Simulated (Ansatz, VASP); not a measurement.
## KMgF3: VASP beside Ansatz

File INCAR:

```
SYSTEM = KMgF3
PREC = Accurate ; ENCUT = 520
EDIFF = 1E-7 ; ISMEAR = 0
SIGMA = 0.05 ; LREAL = .False.
LASPH = .True. ; NELM = 100
ALGO = Normal ; ISIF = 2
LWAVE = .False. ; LCHARG = .False.
GGA = PE ; NBANDS = 24
```

Contents of KPOINTS:

```
Automatic mesh
0
Gamma
  6 6 6
  0 0 0
```

The input POSCAR:

```
KMgF3
1.0
    4.0456885000      0.0000000000      0.0000000000
    0.0000000000      4.0456885000      0.0000000000
    0.0000000000      0.0000000000      3.8663230000
K Mg F
1 1 3
Direct
    0.5000000000      0.5000000000      0.5000000000
    0.0000000000      0.0000000000      0.0000000000
    0.5000000000      0.0000000000      0.0000000000
    0.0000000000      0.5000000000      0.0000000000
    0.0000000000      0.0000000000      0.5000000000
```

Input for Ansatz:

```yaml
crystal:
  lattice:
    - [4.0456885, 0.0, 0.0]
    - [0.0, 4.0456885, 0.0]
    - [0.0, 0.0, 3.866323]
  atoms:
    - { symbol: K, position: [0.5, 0.5, 0.5] }
    - { symbol: Mg, position: [0.0, 0.0, 0.0] }
    - { symbol: F, position: [0.5, 0.0, 0.0] }
    - { symbol: F, position: [0.0, 0.5, 0.0] }
    - { symbol: F, position: [0.0, 0.0, 0.5] }
basis:
  ecutwfc: 420
kpoints:
  mp_grid: { grid: [6, 6, 6] }
hamiltonian:
  xc: pbe
scf:
  occupations: { method: gaussian, width: 0.05 }
output:
  forces: true
  stress: true
  eigenvalues: true
```

Change from the starting cell: strain +0.015 along x and y, -0.030 along z, atoms carried along.

Alike in both runs: task single point; functional PBE; k mesh 6 × 6 × 6; occupations gaussian, width 0.05 eV; no spin polarisation.

|  | VASP | Ansatz |
| --- | --- | --- |
| version | VASP 6.6.1 | Ansatz 0.2.0 |
| potentials or method | VASP PAW PBE potentials, release 64 (K_sv, Mg, F) | scalar-relativistic, plane waves, PAW |
| plane-wave cutoff (eV) | 520 | 420 |
| valence electrons in the cell | 32 | 40 |

|  | VASP | Ansatz | Ansatz less VASP |
| --- | --- | --- | --- |
| gap on the k mesh at the Fermi level (eV) | 7.29 | 7.32 | +0.030 |
| least direct gap on the mesh (eV) | 7.62 | 7.65 | +0.028 |
| pressure (GPa) | 3.7 | 4.1 | +0.42 |
| largest component of the traceless stress (GPa) | 3.38 | 3.37 | -0.008 |

The two sets of potentials don't hold the same shells in valence.

A k mesh can miss the band edges.
